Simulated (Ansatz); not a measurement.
Here is an Ansatz 0.2.0 calculation.

Contents of input.yaml:

```yaml
crystal:
  lattice:
    - [3.5624185427, 0.0, 0.0]
    - [-1.7812092714, 3.0851449569, 0.0]
    - [0.0, 0.0, 31.56326574]
  atoms:
    - { symbol: Te, position: [0.0, 0.0, 0.05676208] }
    - { symbol: Te, position: [0.3333333333, 0.6666666667, 0.28898622] }
    - { symbol: Te, position: [0.3333333333, 0.6666666667, 0.82440425] }
    - { symbol: Te, position: [0.3333333333, 0.6666666667, 0.17559575] }
    - { symbol: Te, position: [0.3333333333, 0.6666666667, 0.71101378] }
    - { symbol: Te, position: [0.0, 0.0, 0.94323792] }
    - { symbol: Mo, position: [0.3333333333, 0.6666666667, 0.0] }
    - { symbol: Mo, position: [0.0, 0.0, 0.23230601] }
    - { symbol: Mo, position: [0.0, 0.0, 0.76769399] }
hamiltonian:
  xc: r2scan
  pseudopotentials: { kind: paw }
  hubbard: { sites: [{ species: Mo, l: d, u_eff: 5.0 }] }
kpoints:
  mp_grid: { grid: [7, 7, 1] }
scf:
  occupations: { method: fermi_dirac, width: 0.05 }
output:
  forces: true
  stress: true
  eigenvalues: true
```

Potentials or basis: Ansatz PAW.

The run is started by

```console
$ ansatz run input.yaml --threads 4 --pin off --max-ram 11264MiB --backend cpu --events-out ev --progress --plain --runs-dir out
```

**Question.** Predict the largest force.

**Answer.** 0.125 eV/Å.

**Question.** Predict the band gap on the k mesh.

**Answer.** 1.15 eV, direct.

Stress tensor (GPa, compression positive):
```
-0.10  0.00  0.00
 0.00 -0.10  0.00
 0.00  0.00 -0.53
```

Caveat: odd divisions of the mesh miss points on the zone boundary, where band edges often lie, so the gap on the mesh can be too wide; spin-orbit coupling is left out, which moves the levels of the heavy elements; the PAW data sets come from PBE, with cores solved anew for the run's functional, which leaves a small shift of forces and pressure; the U is typed as a test and isn't derived for this compound.
